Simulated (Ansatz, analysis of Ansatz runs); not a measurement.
# Reproducing a measured charge-transition level: Cu on a Zn site in ZnO, part 2 of 2

How near does this set-up come to the measured charge-transition level? Subject: Cu on a Zn site in ZnO. Set-up: r2SCAN, 72-site cell, r2SCAN lattice, 500 eV, k: the single point 1/4 1/4 1/4 then 2x2x2 shifted 0.5 0.5 0.5. The model is a cell of 72 host atoms with 1 Zn taken out and 1 Cu put in. The level is the Fermi energy at which two charge states have equal formation energy, after a correction for the images of the charge. A meta-GGA costs about twice a GGA and mends lattice constants and part of the gap.

Ansatz 0.2.0; r2SCAN, 72-site cell, r2SCAN lattice, 500 eV, k: the single point 1/4 1/4 1/4 then 2x2x2 shifted 0.5 0.5 0.5.

So far: Starting point; Relaxation, charge 0.

### 3. Relaxation, charge −1

Level of this step: plane-wave PAW DFT, r2SCAN; relaxation of all atoms of a defect supercell (Ansatz).

Input file relax1/input.yaml:

```yaml
relax:
  f_tol: 0.02
  max_steps: 80
  random_displacement: { amplitude: 0.05, seed: 791 }
crystal:
  lattice:
    - [9.70585879, 0.0, 0.0]
    - [-4.85292939, 8.40552027, 0.0]
    - [0.0, 0.0, 10.42205779]
  atoms:
    - { symbol: Zn, position: [0.111111111, 0.222222222, 0.249833671] }
    - { symbol: Zn, position: [0.222222222, 0.111111111, -0.000166329] }
[... 22 atom lines left out ...]
    - { symbol: Zn, position: [0.444444444, 0.222222222, 0.249833671] }
[... 2 atom lines left out ...]
    - { symbol: O, position: [0.444444444, 0.222222222, 0.439671329] }
    - { symbol: Zn, position: [0.444444444, 0.222222222, 0.749833671] }
[... 3 atom lines left out ...]
    - { symbol: Zn, position: [0.444444444, 0.555555556, 0.249833671] }
[... 1 atom line left out ...]
    - { symbol: O, position: [0.555555556, 0.444444444, 0.189671329] }
    - { symbol: O, position: [0.444444444, 0.555555556, 0.439671329] }
    - { symbol: Zn, position: [0.444444444, 0.555555556, 0.749833671] }
    - { symbol: Cu, position: [0.555555556, 0.444444444, 0.499833671] }
    - { symbol: O, position: [0.555555556, 0.444444444, 0.689671329] }
[... 17 atom lines left out ...]
    - { symbol: Zn, position: [0.777777778, 0.555555556, 0.249833671] }
[... 2 atom lines left out ...]
    - { symbol: O, position: [0.777777778, 0.555555556, 0.439671329] }
    - { symbol: Zn, position: [0.777777778, 0.555555556, 0.749833671] }
[... 10 atom lines left out ...]
    - { symbol: O, position: [0.777777778, 0.888888889, 0.939671329] }
  host:
    repeats: [3, 3, 2]
    atoms:
      - { symbol: Zn, position: [0.333333333, 0.666666667, 0.499667342] }
      - { symbol: Zn, position: [0.666666667, 0.333333333, -0.000332658] }
      - { symbol: O, position: [0.666666667, 0.333333333, 0.379342658] }
      - { symbol: O, position: [0.333333333, 0.666666667, 0.879342658] }
total_charge: -1
basis:
  ecutwfc: 500
  xc_grid: 2
hamiltonian:
  xc: r2scan
kpoints:
  mp_grid: { grid: [1, 1, 1], shift: [0.25, 0.25, 0.25] }
scf:
  occupations: { method: fermi_dirac, width: 0.01 }
  max_iter: 120
output:
  forces: true
  charged_corrections:
    epsilon: [5.31, 5.31, 5.35]
    static_epsilon: [10.16, 10.16, 11.07]
    defect_position: [0.555556, 0.444444, 0.499834]
checkpoint:
  write: "../relax1.run"
  compress: false
  write_wavefunctions: true
  write_every: 100000
```

Run with:

```sh
$ ansatz run input.yaml --threads 4 --pin off --max-ram 7536MiB --backend cpu --events-out ev --progress --plain --runs-dir out
```

Numbers of over 12 decimals in the logs are rounded to 6 here.

The log of the run:

```text
[...]
Crystal: 72 atoms, lattice volume = 850.261 Å³
Basis set: ecut = 500 eV, 21585 PW (Γ), exchange–correlation on 144×144×160 points (8 copies of the dense FFT grid, shifted against one another)
Bands: 400, of which v1, the nominal top of the filled ones, is band 328 counted from 1 (327 counted from 0)
Symmetry: 1 space group operations
k-points: 1
[...]
SCF iter   1: F=—  HF=-143510.302344 eV  |F-HF|=—  |Δ(HF+E_count)|=         —  Δρ=1.94e-2  dr2=2.47e0  dr2_τ=1.75e0  ethr=1.77e-3  ⟨swp⟩=6.0  Hψ=1462  notcnv=0  defer=5
[...]
SCF iter  13: F=-143510.909791 eV  HF=-143510.909792 eV  |F-HF|=7.91e-7  |Δ(HF+E_count)|=   7.53e-7  Δρ=1.02e-5  dr2=8.63e-7  dr2_τ=1.88e-8  ethr=1.52e-9  ⟨swp⟩=3.0  Hψ=1060  notcnv=0
SCF 1 converged in 13 iterations: F = -143510.909791 eV  dr2 = 8.63e-7
[...]
--- Band table (eV) ---
[...]
--- Relaxed structure (6 steps of the walk, 6 accepted, 0 SCFs on fresh bases) ---
  F+E_penalty+E_count = -143512.31322683 eV   max|allowed force component| = 1.224e-2 eV/Å
  atoms:
    - { symbol: Zn, position: [0.111313, 0.223170, 0.250530] }
    - { symbol: Zn, position: [0.222000, 0.111106, -0.000701] }
    [... 22 atoms left out ...]
    - { symbol: Zn, position: [0.444306, 0.223928, 0.247999] }
    [... 2 atoms left out ...]
    - { symbol: O, position: [0.435059, 0.206835, 0.433301] }
    - { symbol: Zn, position: [0.444852, 0.224293, 0.748129] }
    [... 6 atoms left out ...]
    - { symbol: O, position: [0.443907, 0.556424, 0.439249] }
    - { symbol: Zn, position: [0.444039, 0.556938, 0.748119] }
    - { symbol: Cu, position: [0.561391, 0.424148, 0.505631] }
    - { symbol: O, position: [0.555559, 0.446731, 0.701389] }
    [... 17 atoms left out ...]
    - { symbol: Zn, position: [0.775499, 0.555564, 0.250399] }
    [... 2 atoms left out ...]
    - { symbol: O, position: [0.787249, 0.561799, 0.436069] }
    - { symbol: Zn, position: [0.777456, 0.556537, 0.748527] }
    [... 11 atoms left out ...]
[key lines of the parts left out:]
SCF converged after 2 iterations
Free energy (F): -143512.313227 eV
Fermi energy:    9.327907 eV
```

It took 4.7 min on 4 threads of Arm Neoverse V1, shared host; peak memory 2.9 GiB.

Step by step:

| step | energy less that of the first step (eV) | largest force component (eV/Å) |
| --- | --- | --- |
| 1 | 0.0000 | 1.1857 |
| 2 | -0.8237 | 0.8124 |
| 3 | -1.3740 | 0.3193 |
| 4 | -1.4009 | 0.0389 |
| 5 | -1.4029 | 0.0326 |
| 6 | -1.4034 | 0.0122 |

The atoms that moved most (Å, from the sites as typed, ahead of the random displacement, the mean shift of all atoms taken out):

```csv
atom,dx,dy,dz,length
Cu38,0.156,-0.171,0.058,0.238
O28,-0.016,-0.130,-0.069,0.148
O39,-0.011,0.019,0.120,0.122
O60,0.062,0.052,-0.040,0.090
Zn34,-0.002,0.005,-0.050,0.051
O35,-0.001,0.000,-0.051,0.051
Zn14,0.045,0.010,-0.006,0.046
Zn46,0.017,-0.042,-0.008,0.046
```

Neighbours of Cu38 at the end:

```csv
atom,distance (Å)
O28,1.983
O60,2.046
O39,2.056
O36,2.212
Zn30,2.996
Zn29,3.039
Zn62,3.059
Zn61,3.125
Zn25,3.173
Zn6,3.173
```

Numbers from this step:

- free energy: -143512.3132 eV

### 4. Single point, charge 0

The relaxed structure is kept, and the final numbers are taken at the final level and k-points.

This step: plane-wave PAW DFT, r2SCAN; single point of a defect supercell.

Input file point0/input.yaml:

```yaml
crystal:
  lattice:
    - [9.70585879, 0.0, 0.0]
    - [-4.85292939, 8.40552027, 0.0]
    - [0.0, 0.0, 10.42205779]
  atoms:
    - { symbol: Zn, position: [0.110768631, 0.221806683, 0.250016158] }
    - { symbol: Zn, position: [0.222386609, 0.110967406, -0.000393381] }
[... 22 atom lines left out ...]
    - { symbol: Zn, position: [0.444319763, 0.22198358, 0.249549889] }
[... 2 atom lines left out ...]
    - { symbol: O, position: [0.442659655, 0.220022243, 0.438294746] }
    - { symbol: Zn, position: [0.443810368, 0.22370042, 0.749081137] }
[... 3 atom lines left out ...]
    - { symbol: Zn, position: [0.445581205, 0.55431768, 0.249807717] }
[... 2 atom lines left out ...]
    - { symbol: O, position: [0.446746239, 0.553042617, 0.441754315] }
    - { symbol: Zn, position: [0.443605231, 0.556439448, 0.751436657] }
    - { symbol: Cu, position: [0.553790393, 0.446029644, 0.498795449], spin: 1.0 }
    - { symbol: O, position: [0.554207397, 0.446071972, 0.69161257] }
[... 6 atom lines left out ...]
    - { symbol: Zn, position: [0.557170216, 0.777770998, 0.500980762] }
[... 10 atom lines left out ...]
    - { symbol: Zn, position: [0.7781114, 0.555717206, 0.249681172] }
[... 2 atom lines left out ...]
    - { symbol: O, position: [0.780162061, 0.557298158, 0.438402671] }
    - { symbol: Zn, position: [0.776566014, 0.556310416, 0.749103793] }
[... 10 atom lines left out ...]
    - { symbol: O, position: [0.777605935, 0.888858822, 0.940264883] }
  host:
    repeats: [3, 3, 2]
    atoms:
      - { symbol: Zn, position: [0.333333333, 0.666666667, 0.499667342] }
      - { symbol: Zn, position: [0.666666667, 0.333333333, -0.000332658] }
      - { symbol: O, position: [0.666666667, 0.333333333, 0.379342658] }
      - { symbol: O, position: [0.333333333, 0.666666667, 0.879342658] }
basis:
  ecutwfc: 500
  xc_grid: 2
hamiltonian:
  xc: r2scan
kpoints:
  mp_grid: { grid: [2, 2, 2], shift: [0.5, 0.5, 0.5] }
magnetization:
  spin_polarized: true
  initial_magnetization: 1
  spin_locking: { lock_magnetization: hard }
scf:
  occupations: { method: fermi_dirac, width: 0.01 }
  max_iter: 120
output:
  forces: true
  charged_corrections:
    epsilon: [5.31, 5.31, 5.35]
    static_epsilon: [10.16, 10.16, 11.07]
    defect_position: [0.555556, 0.444444, 0.499834]
  eigenvalues: true
checkpoint:
  read: "../relax0.run"
  write: "../point0.run"
  compress: false
  write_wavefunctions: true
  write_every: 100000
```

The log of the run:

```text
[...]
Crystal: 72 atoms, lattice volume = 850.261 Å³
Basis set: ecut = 500 eV, 21585 PW (Γ), exchange–correlation on 144×144×160 points (8 copies of the dense FFT grid, shifted against one another)
Bands: 400, of which v1, the nominal top of the filled ones, is band 328 counted from 1 (327 counted from 0)
Symmetry: 1 space group operations
[...]
k-points: 4 of 8 (time reversal used)
[...]
Stability of the state it starts from, as read at its close in the collinear treatment: not read, because the mixer in use, unlike msr1, does not test its closes by its own steps (another_mixer); its run was given moments
Starting moments: Σ|m| = 1 μB on 1 of 72 sites; this step starts from the density that it was given
[...]
--- Forces (eV/Å), atoms counted from 1 ---
  atom   1  Zn     0.01083067    -0.00463879     0.00559614
  atom   2  Zn    -0.00807936     0.00461556     0.00420963
  [... 22 atoms left out ...]
  atom  25  Zn     0.01041522    -0.00682345     0.00303098
  [... 2 atoms left out ...]
  atom  28  O      0.00655791    -0.01900800    -0.01646733
  atom  29  Zn     0.01102760    -0.00802936     0.00244875
  [... 3 atoms left out ...]
  atom  33  Zn     0.00950873    -0.00324771     0.00441016
  [... 2 atoms left out ...]
  atom  36  O     -0.00279725     0.00147555    -0.00395891
  [... 1 atom left out ...]
  atom  38  Cu    -0.01729633     0.01615354     0.01973179
  atom  39  O     -0.00853899     0.00622865    -0.01449316
  [... 17 atoms left out ...]
  atom  57  Zn     0.01067809    -0.00598577     0.00153490
  [... 2 atoms left out ...]
  atom  60  O      0.01530798     0.00214482    -0.01433514
  atom  61  Zn     0.00993412    -0.00613552     0.00199463
  [... 11 atoms left out ...]
  max |Σ_I F_I| component: 2.61e-1 eV/Å
--- Band table (eV; the first three rows and the last of 8) ---
[...]
[... further k-points left out ...]
[key lines of the parts left out:]
SCF converged after 12 iterations
Magnetization: 1.0000 μB (328.0000 up, 327.0000 down)
Free energy (F): -143520.292498 eV
Fermi energy:    7.665534 (↑ 8.075361, ↓ 7.665534) eV
```

Wall time 12 min (4 threads); peak memory 5.8 GiB; 46 min of CPU time.

Reading the cycles: dr2 is the Hartree energy of the density residual (eV), the measure of convergence; HF is the Harris–Foulkes estimate of the energy, which meets the free energy F at convergence.

Read from the output:

```
free energy                           : -143520.2925 eV
total moment                          : 1 μB
integral of the absolute spin density : 1.094 μB
spin contamination                    : 0.002225
```

### 5. Single point, charge −1

This step: plane-wave PAW DFT, r2SCAN; single point of a defect supercell.

Input file point1/input.yaml:

```yaml
crystal:
  lattice:
    - [9.70585879, 0.0, 0.0]
    - [-4.85292939, 8.40552027, 0.0]
    - [0.0, 0.0, 10.42205779]
  atoms:
    - { symbol: Zn, position: [0.111313194, 0.223170456, 0.250529525] }
    - { symbol: Zn, position: [0.221999582, 0.111105646, -0.000700949] }
[... 11 atom lines left out ...]
    - { symbol: Zn, position: [0.227416659, 0.445660314, 0.499438292] }
[... 13 atom lines left out ...]
    - { symbol: O, position: [0.435059298, 0.206834856, 0.433301233] }
    - { symbol: Zn, position: [0.444852018, 0.22429255, 0.748128756] }
[... 3 atom lines left out ...]
    - { symbol: Zn, position: [0.44607527, 0.554318779, 0.25374172] }
[... 2 atom lines left out ...]
    - { symbol: O, position: [0.443907155, 0.556424437, 0.439248518] }
    - { symbol: Zn, position: [0.444038602, 0.55693842, 0.748119435] }
    - { symbol: Cu, position: [0.561390953, 0.42414813, 0.505630632] }
    - { symbol: O, position: [0.555558559, 0.44673055, 0.701389331] }
[... 6 atom lines left out ...]
    - { symbol: Zn, position: [0.554750177, 0.77283724, 0.499332752] }
[... 10 atom lines left out ...]
    - { symbol: Zn, position: [0.775499362, 0.555564126, 0.25039905] }
[... 2 atom lines left out ...]
    - { symbol: O, position: [0.787248851, 0.561798669, 0.436069427] }
    - { symbol: Zn, position: [0.777456211, 0.556536822, 0.748527245] }
[... 10 atom lines left out ...]
    - { symbol: O, position: [0.77778808, 0.889656326, 0.939920665] }
  host:
    repeats: [3, 3, 2]
    atoms:
      - { symbol: Zn, position: [0.333333333, 0.666666667, 0.499667342] }
      - { symbol: Zn, position: [0.666666667, 0.333333333, -0.000332658] }
      - { symbol: O, position: [0.666666667, 0.333333333, 0.379342658] }
      - { symbol: O, position: [0.333333333, 0.666666667, 0.879342658] }
total_charge: -1
basis:
  ecutwfc: 500
  xc_grid: 2
hamiltonian:
  xc: r2scan
kpoints:
  mp_grid: { grid: [2, 2, 2], shift: [0.5, 0.5, 0.5] }
scf:
  occupations: { method: fermi_dirac, width: 0.01 }
  max_iter: 120
output:
  forces: true
  charged_corrections:
    epsilon: [5.31, 5.31, 5.35]
    static_epsilon: [10.16, 10.16, 11.07]
    defect_position: [0.555556, 0.444444, 0.499834]
  eigenvalues: true
checkpoint:
  read: "../relax1.run"
  write: "../point1.run"
  compress: false
  write_wavefunctions: true
  write_every: 100000
```

The log of the run:

```text
[...]
Crystal: 72 atoms, lattice volume = 850.261 Å³
Basis set: ecut = 500 eV, 21585 PW (Γ), exchange–correlation on 144×144×160 points (8 copies of the dense FFT grid, shifted against one another)
Bands: 400, of which v1, the nominal top of the filled ones, is band 328 counted from 1 (327 counted from 0)
Symmetry: 1 space group operations
[...]
k-points: 4 of 8 (time reversal used)
[...]
SCF iter  12: F=-143511.789466 eV  HF=-143511.789467 eV  |F-HF|=2.34e-8  |Δ(HF+E_count)|=   1.30e-8  Δρ=1.81e-6  dr2=3.08e-8  dr2_τ=5.49e-10  ethr=1.52e-11  ⟨swp⟩=9.8  Hψ=8470  notcnv=0
SCF 1 converged in 12 iterations: F = -143511.789466 eV  dr2 = 3.08e-8
[...]
SCF converged after 12 iterations
Free energy (F): -143511.789466 eV
[...]
Internal energy: -143511.789462 eV  (E = F + TS)
E sigma→0 (E₀):  -143511.789464 eV
Entropy (-TS):   -0.000004 eV (-0.000 meV/atom)
Fermi energy:    8.945251 eV
[...]
--- Forces (eV/Å), atoms counted from 1 ---
  atom   1  Zn    -0.00233101    -0.00665326    -0.00638581
  atom   2  Zn    -0.01511314     0.00502001    -0.00587610
  [... 11 atoms left out ...]
  atom  14  Zn    -0.03175088    -0.00962437     0.01250846
  [... 13 atoms left out ...]
  atom  28  O      0.02252405     0.06805510     0.01883156
  atom  29  Zn    -0.00298768    -0.03312989     0.03282566
  [... 3 atoms left out ...]
  atom  33  Zn     0.00006339    -0.00235983    -0.02543297
  [... 2 atoms left out ...]
  atom  36  O      0.06092901    -0.03778357     0.00134189
  [... 1 atom left out ...]
  atom  38  Cu    -0.09956809     0.00415581     0.01164192
  atom  39  O      0.04753274     0.00158968    -0.09779916
  [... 6 atoms left out ...]
  atom  46  Zn    -0.00536746     0.02780219     0.01538201
  [... 10 atoms left out ...]
  atom  57  Zn     0.01339127    -0.00568469    -0.03377085
  [... 2 atoms left out ...]
  atom  60  O     -0.03701723    -0.02149643     0.04009699
  [... 12 atoms left out ...]
  max |Σ_I F_I| component: 1.93e-1 eV/Å
[...]
F Makov-Payne    = n/a  (the rows are of the electrons' constant alone; ansatz place-levels tells what screens the charge)
[...]
--- Band table (eV) ---
[...]
[... further k-points left out ...]
```

Wall time 3.8 min (4 threads); peak memory 4.7 GiB; 15 min of CPU time.

Read from the output:

```yaml
free_energy: -143511.7895 eV
```

### 6. Charge-transition levels

A charged cell feels its images and has its own zero of potential; this step corrects both and places the level between the host's band edges.

This step: place-levels on r2SCAN runs: charge-transition levels with image-charge correction and potential alignment at the atomic sites.

Input file levels.yaml:

```yaml
host:
  run: host.point.run
states: [point0.run, point1.run]
geometry_from:
  point0.run: relax0.run
  point1.run: relax1.run
  host.point.run: host.relax.run
```

Run with:

```sh
$ ansatz place-levels levels.yaml -- --threads 4 --pin off --max-ram 7536MiB
```

The log of the run:

```text
(0/-1) 1.238 eV above the valence edge (+1.690 eV without the band-filling correction), 0.000 eV under the conduction edge
  edges by r2scan, gap 1.238 eV; the host is sampled to repeats of 19.41 Å
  the defect's cells are sampled to repeats of 19.41 Å, like sampling
  charge 0: +0.000 eV for its dipole among its images, +0.002 omitted
  charge -1: -143511.6339 eV with its correction of +0.156 eV, at epsilon [10.16, 10.16, 11.07], aligned at sites: +0.0517 eV, mean over 33 atomic sites at or beyond 4.85 Å from the defect at [0.5556, 0.4444, 0.4998], with +0.000000 for the charge's moments [...]
  of states[0] (point0.run): stability_check_not_made
  of states[1] (point1.run): how wide its charge is, is not read beside other atoms or cores, and a band state would take no correction. [...]
```

Wall time 0.19 s (4 threads).

Numbers from this step:

| Item | Value |
| --- | --- |
| gap | 1.238 eV |

### 7. Outcome

This set-up is not sound: the carrier goes into a band, and the band-filling term draws the level to the band edge, so there is no figure to set beside the measurement.

[Logs are printed without paths, hosts, clocks, repeated set-up lines and the standing remarks that a program may print on its own settings, such as how far it seeks lower states.]

[Hosts, paths, dates, database ids (printed as entryN), source tags and the programs' standing remarks are cut or masked in the printed files.]

[For some hosts the program warned that the k-mesh of the response run may be too coarse for force constants and the static dielectric constant; such warnings are not shown here.]
